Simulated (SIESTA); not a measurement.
**Sn in SIESTA: the effect of strain zz**

The system is Sn.

```xyz
1
Lattice="-1.8947 1.8947 1.8189 1.8947 -1.8947 1.8189 1.8947 1.8947 -1.8189" Properties=species:S:1:pos:R:3 pbc="T T T"
Sn    0.0000    0.0000    0.0000
```

The cell isn't the ideal one: cell strained along z.

Alike in all runs:

```yaml
Program: SIESTA 5.4.2
Task: band structure
Functional: PBEsol
Potentials_or_basis: PseudoDojo 0.4 standard (PBEsol files)
Basis: DZP (energy shift 0.003 Ry; two zetas on semicore shells)
Grid_cutoff: 500 Ry
Energy_shift: 0.003 Ry
k_mesh: 10 × 10 × 10
Occupations: fermi-dirac, width 0.05 eV
Spin: no spin polarisation
```

```csv
strain zz,pressure (GPa)
-0.04,1.0
-0.02,-0.2
0,?
0.02,-2.0
0.04,-2.7
```

Task: What does the run with strain zz 0 give?

Result: Pressure -1.2 GPa.

Worked out: A parabola through the other rows of the pressure, of slope -46 GPa per unit of strain zz there, gives -1.2 GPa, against the run's -1.2.

Caveats: the basis of atomic orbitals isn't converged, which shifts pressures, moduli and gaps.
